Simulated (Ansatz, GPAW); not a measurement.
Given: the input of a run of Ansatz 0.2.0 on MnS. 

The input input.yaml:

```yaml
crystal:
  lattice:
    - [0.0, 2.6045, 2.6045]
    - [2.6045, 0.0, 2.6045]
    - [2.6045, 2.6045, 0.0]
  atoms:
    - { symbol: Mn, position: [0.0, 0.0, 0.0], spin: 4.0 }
    - { symbol: S, position: [0.5, 0.5, 0.5] }
hamiltonian:
  xc: pbe
  pseudopotentials: { kind: paw }
magnetization:
  spin_polarized: true
kpoints:
  mp_grid: { grid: [9, 9, 9] }
scf:
  occupations: { method: gaussian, width: 0.012 }
output:
  forces: true
  stress: true
  eigenvalues: true
  write_density: true
  write_potential: true
  elf: true
  volumetric_format: npy
```

Potentials or basis: Ansatz PAW.

Launch:

```sh
$ ansatz run input.yaml --threads 2 --pin off --max-ram 5632MiB --backend cpu --events-out ev --progress --plain --runs-dir out
```

**Question.** Set up the same calculation for GPAW 26.7.0 (ASE script). Potentials or basis there: GPAW PAW data sets (gpaw-data 1.2.1), cutoff 600 eV.

**Answer.** As run (cutoffs and basis follow the program's own potentials, and thresholds, step limits or extra output files can differ):

Contents of run.py:

```python
from ase import Atoms
from ase.dft.bandgap import bandgap
from ase.io import write
from ase.units import GPa
from gpaw import GPAW, PW

atoms = Atoms(['Mn', 'S'],
              cell=[[0.0, 2.6045, 2.6045],
                    [2.6045, 0.0, 2.6045],
                    [2.6045, 2.6045, 0.0]],
              scaled_positions=[[0.0, 0.0, 0.0],
                                [0.5, 0.5, 0.5]],
              pbc=True)
atoms.set_initial_magnetic_moments([4.0, 0.0])

calc = GPAW(mode=PW(600),
            xc='PBE',
            kpts={'size': (9, 9, 9), 'gamma': True},
            occupations={'name': 'methfessel-paxton', 'order': 0, 'width': 0.012},
            nbands=21,
            convergence={'density': 1e-05, 'energy': 1e-05},
            maxiter=150,
            txt='gpaw.txt')
atoms.calc = calc
energy = atoms.get_potential_energy()
forces = atoms.get_forces()
stress = atoms.get_stress()
calc.write('gs.gpw')
write('result.traj', atoms)
print(f'Energy: {energy:.6f} eV')
print('Forces (eV/A):')
print(forces.round(4))
print('Stress (GPa):', (stress / GPa).round(3))
print('Moments:', calc.get_magnetic_moments().round(3))
print('Fermi level:', round(calc.get_fermi_level(), 4), 'eV')
print(f'Gap: {bandgap(calc)[0]:.4f} eV, direct: {bandgap(calc, direct=True)[0]:.4f} eV')
```

Potentials or basis: GPAW PAW data sets (gpaw-data 1.2.1), pw.

Launch:

```bash
$ OMP_NUM_THREADS=1 python run.py
```

Both were run:

|  | Ansatz | GPAW |
| --- | --- | --- |
| Pressure | -2.8 GPa | -2.7 GPa |
| Net moment | 4.72 μB per cell | 4.72 μB per cell |

Ansatz's pressure holds a Pulay term of +0.04 GPa for its cutoff of 420 eV, which the other run lacks.

Where Ansatz's input types no cutoff or centring, it takes its own default and a Γ-centred mesh.

The magnetic state is the one that the start led to; the real crystal's order can differ.

Pressure is positive in compression.
